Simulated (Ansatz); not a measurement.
**How the conductance of NiSi2/ZnS/CoSi2 changes with thickness**

How fast does the current through NiSi2/ZnS/CoSi2 fall with each added layer? The lower electrode is NiSi2 fluorite(111), the upper one CoSi2 fluorite(111); the barrier is ZnS wurtzite(0001) (whole bilayers). In the first transport cell, after relaxation, the nearest pair of electrode and barrier is Si–S at 2.33 Å, along the normal, at the lower face and Si–Zn at 2.50 Å, along the normal, at the upper one. All share a net of side 3.84 Å, which strains the lower electrode by +0.0 %, the upper one by +1.3 % and the barrier by -0.3 %, against typed lattice constants near PBE's. The first steps treat the bulk electrodes alone.

Main program and level: Ansatz 0.2.0; PBE DFT, plane waves, PAW files, in the first sound run; inputs show where later runs differ.

Report form: the programs' logs are mostly left out.

## 1. The structure

The structure is cubic, space group Fm-3m (No. 225). The conventional cell has a = 5.430 Å, b = 5.430 Å, c = 5.430 Å, α = 90.00°, β = 90.00°, γ = 90.00°. Nearest to Si lie 4 Ni at 2.35 Å. Nearest to Ni lie 8 Si at 2.35 Å. Farther neighbours are not listed.

## 2. The strained electrode, electrode NiSi2 fluorite(111)

The electrode is held to the junction's net and relaxed along the normal; its spacing is used for the ideal lead layers.

Input file input.yaml:

```yaml
crystal:
  lattice:
    - [3.84, 0.0, 0.0]
    - [-1.92, 3.3255375505, 0.0]
    - [0.0, 0.0, 9.4043325761]
  atoms:
    - { symbol: Si, position: [0.0, 0.0, 0.0] }
    - { symbol: Ni, position: [0.3333333333, 0.6666666667, 0.0833333333] }
    - { symbol: Si, position: [0.6666666667, 0.3333333333, 0.1666666667] }
    - { symbol: Si, position: [0.3333333333, 0.6666666667, 0.3333333333] }
    - { symbol: Ni, position: [0.6666666667, 0.3333333333, 0.4166666667] }
    - { symbol: Si, position: [0.0, 0.0, 0.5] }
    - { symbol: Si, position: [0.6666666667, 0.3333333333, 0.6666666667] }
    - { symbol: Ni, position: [0.0, 0.0, 0.75] }
    - { symbol: Si, position: [0.3333333333, 0.6666666667, 0.8333333333] }
kpoints:
  mp_grid: { grid: [12, 12, 3] }
scf:
  occupations: { method: fermi_dirac, width: 0.1 }
  max_iter: 150
hamiltonian:
  xc: pbe
relax:
  f_tol: 0.01
  max_steps: 40
  cell: { fix: [a, b, angles] }
```

Run with:

```sh
> ansatz run input.yaml --threads 8 --pin off --max-ram 24576MiB --backend cpu --events-out ev --progress --plain --runs-dir out
```

It took 7.4 s on 8 threads of Arm Neoverse V2, shared host; peak memory 0.73 GiB; 55 s of CPU time.

This run has no spin polarisation, although Ni can carry a moment.

Relaxation path:

```
step  energy less that of the first step (eV)  largest force component (eV/Å)  pressure (GPa)  volume (Å³)
   1                                   0.0000                          0.0328            1.16       120.09
   2                                  -0.0060                          0.0199            0.46       120.67
   3                                  -0.0076                          0.0018           -0.12       121.17
  4*                                  -0.0079                          0.0018           -0.12       121.17
```

Relaxation steps marked * repeat the geometry before them on a plane-wave basis chosen anew for their cell, so energy and pressure can jump there.

The run keeps the 36 symmetry operations that it works with, so distortions that break them were not tested.

```
     cell as run  before  after  change
           a (Å)   3.840  3.840  -0.0 %
           b (Å)   3.840  3.840  -0.0 %
           c (Å)   9.404  9.488  +0.9 %
volume (Å³/atom)   13.34  13.46  +0.9 %
```

This step gave:

```
free energy  : -21337.2501 eV
Fermi energy : 12.85 eV
pressure     : -0.1177 GPa
```

The relaxation ends with a largest force component of 0.0018 eV/Å.

## 3. Layer spacing of the electrode, electrode CoSi2 fluorite(111)

System of this step: CoSi2. It takes space group R-3m (No. 166, trigonal). Conventional cell: a = 3.840 Å, b = 3.840 Å, c = 9.198 Å, α = 90.00°, β = 90.00°, γ = 120.00°. Nearest to Si lie 4 Co at 2.30 to 2.35 Å. Co has 8 Si at 2.30 to 2.35 Å nearest. Farther neighbours are not listed.

input.yaml, the sections that differ from step 2:

```yaml
crystal:
  lattice:
    - [3.84, 0.0, 0.0]
    - [-1.92, 3.3255375505, 0.0]
    - [0.0, 0.0, 9.19821853]
  atoms:
    - { symbol: Si, position: [0.0, 0.0, 0.0] }
    - { symbol: Co, position: [0.3333333333, 0.6666666667, 0.0833333333] }
    - { symbol: Si, position: [0.6666666667, 0.3333333333, 0.1666666667] }
    - { symbol: Si, position: [0.3333333333, 0.6666666667, 0.3333333333] }
    - { symbol: Co, position: [0.6666666667, 0.3333333333, 0.4166666667] }
    - { symbol: Si, position: [0.0, 0.0, 0.5] }
    - { symbol: Si, position: [0.6666666667, 0.3333333333, 0.6666666667] }
    - { symbol: Co, position: [0.0, 0.0, 0.75] }
    - { symbol: Si, position: [0.3333333333, 0.6666666667, 0.8333333333] }
# kpoints, scf, hamiltonian, relax: as in step 2
```

Run time: 10 s. Hardware: 8 threads; peak memory 0.73 GiB; 77 s of CPU time.

This run has no spin polarisation, although Co can carry a moment.

Relaxation path:

```
step  energy less that of the first step (eV)  largest force component (eV/Å)  pressure (GPa)  volume (Å³)
   1                                   0.0000                          0.2278           -2.78       117.46
   2                                  -0.0083                          0.1411           -2.83       117.47
   3                                  -0.0135                          0.0006           -2.69       117.34
   4                                  -0.0135                          0.0008           -2.89       117.48
   5                                  -0.0136                          0.0003           -2.83       117.44
  6*                                  -0.0135                          0.0003           -2.83       117.44
```

Relaxation steps marked * repeat the geometry before them on a plane-wave basis chosen anew for their cell, so energy and pressure can jump there.

The run keeps the 36 symmetry operations that it works with, so distortions that break them were not tested.

```
conventional cell, symmetrised  before  after  change
                         a (Å)   3.840  3.840  -0.0 %
                         b (Å)   3.840  3.840  -0.0 %
                         c (Å)   9.198  9.197  -0.0 %
              volume (Å³/atom)   13.05  13.05  -0.0 %
```

The atoms that moved most (Å, as changes of fractional coordinates times the final cell):

```
atom     dx     dy      dz  length
 Si4  0.000  0.000   0.020   0.020
 Si1  0.000  0.000   0.020   0.020
 Si3  0.000  0.000  -0.020   0.020
 Si6  0.000  0.000  -0.020   0.020
 Si7  0.000  0.000   0.020   0.020
 Si9  0.000  0.000  -0.020   0.020
```

This step gave:

```
free energy  : -19197.5602 eV
Fermi energy : 12.57 eV
pressure     : -2.826 GPa
```

The relaxation ends with a largest force component of 3.1e-4 eV/Å.

## 4. Relaxing the interfaces

System of this step: NiSi2/ZnS/CoSi2. The cell holds 12 atoms: 6 Si, 1 Ni, 2 S, 2 Zn and 1 Co. Its edges and angles: a = 3.840 Å, b = 3.840 Å, c = 30.729 Å, α = 90.0°, β = 90.0°, γ = 120.0°. Vacuum lies along c.

Tunnelling depends exponentially on distance, so the interfaces are relaxed first. A short slab in vacuum serves: only the barrier and the layers next to it are taken over, and later cells can add or drop layers in the barrier's middle. The dipole correction removes the field that unlike faces would set up across the vacuum.

Input file input.yaml:

```yaml
crystal:
  lattice:
    - [3.84, 0.0, 0.0]
    - [-1.92, 3.3255375505, 0.0]
    - [0.0, 0.0, 30.7291278778]
  atoms:
    - { symbol: Si, position: [0.33333333, 0.66666667, 0.2603393117] }
    - { symbol: Si, position: [0.0, 0.0, 0.3113459256] }
    - { symbol: Ni, position: [0.33333333, 0.66666667, 0.3368492326] }
    - { symbol: Si, position: [0.66666667, 0.33333333, 0.3623525396] }
    - { symbol: S, position: [0.66666667, 0.33333333, 0.4342712744] }
    - { symbol: Zn, position: [0.0, 0.0, 0.4595743402] }
    - { symbol: S, position: [0.0, 0.0, 0.5371292656] }
    - { symbol: Zn, position: [0.66666667, 0.33333333, 0.5624323314] }
    - { symbol: Si, position: [0.66666667, 0.33333333, 0.6398832766] }
    - { symbol: Co, position: [0.0, 0.0, 0.6648276296] }
    - { symbol: Si, position: [0.33333333, 0.66666667, 0.6897719825] }
    - { symbol: Si, position: [0.0, 0.0, 0.7396606883] }
kpoints:
  mp_grid: { grid: [8, 8, 1] }
scf:
  occupations: { method: fermi_dirac, width: 0.1 }
  max_iter: 150
hamiltonian:
  xc: pbe
efield:
  axis: 3
  dipole_correction: true
relax:
  f_tol: 0.04
  max_steps: 60
output:
  forces: true
```

It took 16 s on 8 threads; peak memory 1.3 GiB.

This run has no spin polarisation although its electron count is odd.

The steps of the relaxation:

```
step  energy less that of the first step (eV)  largest force component (eV/Å)
   1                                   0.0000                          1.3644
   2                                  -0.1807                          0.6161
   3                                  -0.2381                          0.1501
   4                                  -0.2397                          0.2128
   5                                  -0.2455                          0.0580
   6                                  -0.2458                          0.0449
   7                                  -0.2462                          0.0078
```

The run keeps the 6 symmetry operations that it works with, so distortions that break them were not tested.

The atoms that moved most (Å):

```
atom     dx     dy      dz  length
 Si2  0.000  0.000  -0.282   0.282
 Si9  0.000  0.000   0.225   0.225
 Ni3  0.000  0.000  -0.135   0.135
 Si1  0.000  0.000  -0.110   0.110
 Zn8  0.000  0.000   0.109   0.109
Si11  0.000  0.000   0.098   0.098
 Si4  0.000  0.000  -0.079   0.079
 Zn6  0.000  0.000   0.079   0.079
```

Numbers from this step:

```
free energy               : -23224.2808 eV
Fermi energy              : 2.161 eV
work function, upper face : 4.834 eV
work function, lower face : 5.345 eV
dipole moment             : 0.03609 e·Å
dipole field              : 0.01664 V/Å
```

The largest force component on a free atom ends at 0.0078 eV/Å. The work functions of the outer faces are 5.35 and 4.83 eV.

(Part 1 of 3 ends here.)

[Logs are printed without paths, hosts, clocks, repeated set-up lines and the standing remarks that a program may print on its own settings, such as how far it seeks lower states.]

[Hosts, paths, dates, database ids (printed as entryN), source tags and the programs' standing remarks are cut or masked in the printed files.]
